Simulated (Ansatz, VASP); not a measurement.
**One calculation of TiSi2, two programs**

```
Ti Si
1.0
     4.46044    0.00000    0.00000
    -2.23022    3.86285    0.00000
     0.00000    0.00000    2.61124
Ti Si
1 2
Direct
  0.00000 0.00000 0.00000
  0.33333 0.66667 0.50000
  0.66667 0.33333 0.50000
```

Change from the starting cell: volume scaled by 1.06.

Alike in both runs: task single point; functional PBE; k mesh 7 × 7 × 10; occupations fermi-dirac, width 0.05 eV; no spin polarisation.

|  | VASP | Ansatz |
| --- | --- | --- |
| version | VASP 6.6.1 | Ansatz 0.2.0 |
| potentials or method | VASP PAW PBE potentials, release 64 (Ti_sv, Si) | Ansatz PAW |
| plane-wave cutoff (eV) | 520 | 420 |
| valence electrons in the cell | 20 | 20 |

|  | VASP | Ansatz | Ansatz less VASP |
| --- | --- | --- | --- |
| gap on the k mesh at the Fermi level (eV) | none | none | - |
| pressure (GPa) | -6.8 | -6.8 | +0.04 |
| largest component of the traceless stress (GPa) | 1.01 | 1.01 | +0.004 |

A gap of «none» marks a metal or a gap that the smearing closes.
